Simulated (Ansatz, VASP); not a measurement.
# One calculation of CdSe, two programs

```
CELL_PARAMETERS angstrom
0.00000 3.06000 3.06000
3.06000 0.00000 3.06000
3.06000 3.06000 0.00000
ATOMIC_POSITIONS crystal
Cd 0.00000 0.00000 0.00000
Se 0.25000 0.25000 0.25000
```

Change from the starting cell: volume scaled by 0.99.

Alike in both runs: task single point; functional LDA; k mesh 8 × 8 × 8; occupations fermi-dirac, width 0.03 eV; no spin polarisation.

|  | VASP | Ansatz |
| --- | --- | --- |
| version | VASP 6.6.1 | Ansatz 0.2.0 |
| potentials or method | VASP PAW LDA potentials, release 64 (Cd, Se), cutoff 520 eV | all-electron LAPW, scalar-relativistic |

```csv
,VASP,Ansatz,Ansatz less VASP
pressure (GPa),-2.4,-2.8,-0.37
```

Ansatz ran all-electron here, so the differences hold the error of VASP's frozen core and of both bases.
